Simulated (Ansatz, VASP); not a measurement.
# One calculation of Sb, two programs

INCAR

```
  PREC = Accurate
  ENCUT = 520
  EDIFF = 1E-6
  ISMEAR = -1
  SIGMA = 0.05
  LREAL = False
  LASPH = True
  NELM = 100
  ALGO = Normal
  ISIF = 2
  LWAVE = False
  LCHARG = True
  GGA = PS
  LELF = True
  LVHAR = True
  NBANDS = 12
```

File KPOINTS:

```
Automatic mesh
0
Gamma
  9 9 9
```

Contents of POSCAR:

```
Sb
1.0
    2.1075883254      1.2168166870      3.7440000000
   -2.1075883254      1.2168166870      3.7440000000
    0.0000000000     -2.4336333739      3.7440000000
Sb
2
Direct
    0.2336400000      0.2336400000      0.2336400000
    0.7663600000      0.7663600000      0.7663600000
```

Input for Ansatz:

```yaml
crystal:
  lattice:
    - [2.1075883254, 1.216816687, 3.744]
    - [-2.1075883254, 1.216816687, 3.744]
    - [0.0, -2.4336333739, 3.744]
  atoms:
    - { symbol: Sb, position: [0.23364, 0.23364, 0.23364] }
    - { symbol: Sb, position: [0.76636, 0.76636, 0.76636] }
kpoints:
  mp_grid: { grid: [9, 9, 9] }
  band_path:
    path:
      - [0.0, 0.0, 0.0]
      - [0.5, 0.5, 0.5]
      - [0.7629147353, 0.2370852647, 0.5]
      - [0.5, -0.2370852647, 0.2370852647]
      - [0.5, 0.0, 0.0]
      - [0.0, 0.0, 0.0]
      - [0.3685426324, -0.3685426324, 0.0]
      - [0.6314573676, 0.0, 0.3685426324]
      - [0.5, 0.0, 0.5]
    npoints: 5
scf:
  occupations: { method: fermi_dirac, width: 0.05 }
hamiltonian:
  xc: pbesol
  pseudopotentials: { kind: all_electron, lapw: { basis_error: 0.0005 } }
output:
  forces: true
  stress: true
  eigenvalues: true
```

Change from the starting cell: equal xx and yy strain of -2 %.

Alike in both runs: task single point; functional PBEsol; k mesh 9 × 9 × 9; occupations fermi-dirac, width 0.05 eV; no spin polarisation.

|  | VASP | Ansatz |
| --- | --- | --- |
| version | VASP 6.6.1 | Ansatz 0.2.0 |
| potentials or method | VASP PAW PBE potentials, release 64 (Sb) | all-electron LAPW, scalar-relativistic |
| plane-wave cutoff (eV) | 520 | see its input |

Ansatz gave:

* pressure (GPa): 3.2
* largest component of the traceless stress (GPa): 1.10
* rms of the force components (eV/Å): 0.211

Problem. Estimate VASP's values.

Solution. Pressure (GPa): 3.4; largest component of the traceless stress (GPa): 1.16; rms of the force components (eV/Å): 0.253.

Atom by atom the forces differ by 0.041 eV/Å (rms over components). Ansatz ran all-electron here, so the differences hold the error of VASP's frozen core and of both bases.

Caveats: the PAW data sets were made with another functional, which shifts forces and pressure a little (VASP). Spin-orbit coupling is left out, which matters for the levels of Sb.
